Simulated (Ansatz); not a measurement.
Runs of Ansatz 0.2.0 on Eu2O3. It takes space group P-3m1 (No. 164, trigonal). Conventional cell: a = 3.788 Å, b = 3.788 Å, c = 5.821 Å, α = 90.00°, β = 90.00°, γ = 120.00°. Around Eu (site symmetry 3m) lie 7 O at 2.27 to 2.60 Å. O (site symmetry 3m) has 4 Eu at 2.27 to 2.38 Å as nearest neighbours. Around O (site symmetry -3m) lie 6 Eu at 2.60 Å and 6 O at 2.98 Å. Measurements of this composition are mostly on another form, of space group No. 206.

| fixed moment (μB) | pressure (GPa) | moment (μB) | largest force (eV/Å) |
| --- | --- | --- | --- |
| 7.0 | -7.1 | 7.00 | 0.46 |
| 3.5 | -7.4 | 3.50 | 0.35 |
| 17.5 | 17.4 | 17.50 | (a) |
| 28.0 | 72.4 | 28.00 | 2.52 |
| 10.5 | -6.2 | 10.50 | (b) |

Alike in all rows: task single point; level PBEsol; potentials or basis Ansatz PAW; spin collinear, ferromagnetic start; cell as given; k mesh 7 × 7 × 4; cutoff (eV) 420; smearing fermi-dirac 0.05 eV.

Fill in the values left out.

(a) 0.81; (b) 0.36.

Caveats: the total moment is fixed, so each spin has its own Fermi level; the PAW data sets come from PBE, with cores solved anew for the run's functional, which leaves a small shift of forces and pressure; the thresholds are loose for stress; a pressure of tens of GPa on the cell as given is suspect, and the run, the potentials or the cell itself is likely at fault (some runs); forces of over 1 eV/Å show positions far from the minimum, so gaps and moduli don't describe the material at rest (some runs).
